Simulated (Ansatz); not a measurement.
Au:

```
Au
1.0
     2.74841    0.00000    0.00000
     0.00000    2.74841    0.00000
     0.00000    0.00000    2.74841
Au
1
Direct
  0.50000 0.50000 0.50000
```

The cell was built by a generator and needn't be a form met in nature.

Base run:

* Program: Ansatz 0.2.0
* Functional: r2SCAN
* Potentials or basis: Ansatz PAW
* Cutoff: 500 eV (not typed: the program's choice for these potentials)
* k mesh: 10 × 10 × 10
* Occupations: fermi-dirac, width 0.05 eV
* Spin: no spin polarisation

Its results: band gap on the k mesh none (metal or under the smearing width); pressure -3.3 GPa.

Q: The run is repeated on the same cell with these changes: functional from r2SCAN to RPBE; cutoff from 500 eV (not typed: the program's choice for these potentials) to 420 eV (not typed: the program's choice for these potentials). What comes out?

A: Band gap on the k mesh none (metal or under the smearing width); pressure 3.6 GPa.

Caveats: spin-orbit coupling is left out, which moves the levels of the heavy elements; the PAW data sets come from PBE, with cores solved anew for the run's functional, which leaves a small shift of forces and pressure.
